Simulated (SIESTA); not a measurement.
Sb:

```
Sb
1.0
     2.15420    1.24373    3.75800
    -2.15420    1.24373    3.75800
     0.00000   -2.48746    3.75800
Sb
2
Cartesian
  0.0000 0.0000 8.6416
  0.0000 0.0000 2.6324
```

- Program: SIESTA 5.4.2
- Task: relaxation of cell and atoms
- Functional: PBE
- Potentials or basis: PseudoDojo 0.4 standard (PBE files)
- Basis: DZP (energy shift 0.003 Ry; two zetas on semicore shells)
- Grid cutoff: 500 Ry
- Energy shift: 0.003 Ry
- k mesh: 8 × 8 × 8
- Occupations: fermi-dirac, width 0.05 eV
- Spin: no spin polarisation

At the start: pressure 3.6 GPa; volume 30.21 Å³/atom.

**Question.** How do energy, volume and symmetry change on relaxing?

**Answer.** Over 8 steps the energy falls by 21.9 meV/atom and the volume is 32.02 Å³/atom (+6.0 %); space group R-3m (No. 166, to 0.05 Å).

Step by step:
| step | energy change (eV) | largest force (eV/Å) | pressure (GPa) | volume (Å³) |
| --- | --- | --- | --- | --- |
| 1 | 0.0000 | 0.3803 | 3.64 | 60.41 |
| 2 | -0.0208 | 0.2453 | 2.57 | 61.31 |
| 3 | -0.0426 | 0.0336 | 0.23 | 63.54 |
| 4 | -0.0428 | 0.0466 | 0.08 | 63.73 |
| 5 | -0.0431 | 0.0472 | -0.02 | 63.89 |
| 6 | -0.0436 | 0.0326 | -0.11 | 64.06 |
| 7 | -0.0438 | 0.0110 | -0.09 | 64.09 |
| 8 | -0.0439 | 0.0016 | -0.02 | 64.03 |

Final structure:
```
CELL_PARAMETERS angstrom
2.20384 1.27239 3.80585
-2.20384 1.27239 3.80585
0.00000 -2.54477 3.80585
ATOMIC_POSITIONS crystal
Sb 0.76558 0.76558 0.76558
Sb 0.23442 0.23442 0.23442
```

Caveat: the basis of atomic orbitals isn't converged, which shifts pressures, moduli and gaps.
